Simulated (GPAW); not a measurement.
Runs of GPAW 26.7.0 on BN. The structure is cubic, space group F-43m (No. 216). Conventional cell: a = 3.626 Å, b = 3.626 Å, c = 3.626 Å, α = 90.00°, β = 90.00°, γ = 90.00°. N (site symmetry -43m) has 4 B at 1.57 Å as nearest neighbours. B (site symmetry -43m) has 4 N at 1.57 Å as nearest neighbours. The cell is a database's computed one.

```tsv
level	potentials or basis	eigensolver	gap on the mesh (eV)	pressure (GPa)	relaxed volume (Å³/atom)
RPBE	the program's PAW data sets (release 1.2.1) made for this functional, pw	-	4.56	0.0	6.03
revPBE	the program's PAW data sets (release 1.2.1) made for this functional, pw	-	(b)	0.0	6.01
LDA	the program's PAW data sets (release 1.2.1) made for this functional, pw	-	4.47	0.4	5.71
r2SCAN	GPAW PAW data sets (gpaw-data 1.2.1), pw	-	5.09	0.1	5.86
PBEsol	PAW data sets generated in the run's folder for this functional, pw	-	4.38	0.1	5.84
BLYP	PAW data sets generated in the run's folder for this functional, pw	davidson	4.91	0.1	(a)
```

Alike in all rows: task relaxation of cell and atoms; no spin polarisation; cell relaxed; k mesh 13 × 13 × 13; cutoff (eV) 800; smearing fermi-dirac 0.05 eV.

Question: Fill in the values left out.

Answer: (a) 6.04; (b) 4.55.

Caveats: later steps reuse the first step's grids; an odd mesh through Γ misses points on the zone boundary, where band edges often lie; the PAW data sets were made with another functional, which shifts forces and pressure a little (some runs).

Runs at the PBE level aren't shown here.
